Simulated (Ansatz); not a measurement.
# Bands of Mg$_{2}$Ge

```
Mg Ge
1.0
     0.00000    3.18900    3.18900
     3.18900    0.00000    3.18900
     3.18900    3.18900    0.00000
Mg Ge
2 1
Direct
  0.25000 0.25000 0.25000
  0.75000 0.75000 0.75000
  0.00000 0.00000 0.00000
```

Atom numbers follow the list: Mg1, Mg2, Ge3.

The cell is COD entry 9009014, as deposited and not checked against the literature; nothing was relaxed. It is an old determination, and later ones may differ.

Computed with DFT, PBE, all-electron LAPW, scalar-relativistic (Ansatz 0.2.0).

Numerical set-up: a Γ-centred 10×10×10 k mesh, Fermi–Dirac smearing of 0.05 eV, basis error target 0.5 meV/atom, no spin polarisation.

Points in fractions of the reciprocal vectors of this cell: Γ (0, 0, 0), X (0.5, 0, 0.5), U (0.625, 0.25, 0.625), K (0.375, 0.375, 0.75), L (0.5, 0.5, 0.5), W (0.5, 0.25, 0.75). The path joins them by straight lines in the order Γ–X–U–K–Γ–L–W–X; legs that retrace an earlier one aren't tabulated. Energies are in eV from the top of the valence band.

Question: Is there a gap, and where are the band edges?

Answer: 0.15 eV, indirect from Γ to X (0.5, 0, 0.5) (so small a gap may close at points that the mesh and path miss).

Question: List the levels between -5 and 2.5 eV at the symmetry points.

Answer: 
Γ: 0.00 (×3), 1.06
X: -4.53, -2.01 (×2), 0.15, 0.56
U: -4.10, -3.51, -1.68, 0.72
K: -4.10, -3.51, -1.68, 0.72
L: -4.85, -0.73 (×2), 1.02
W: -3.68 (×2), -2.70
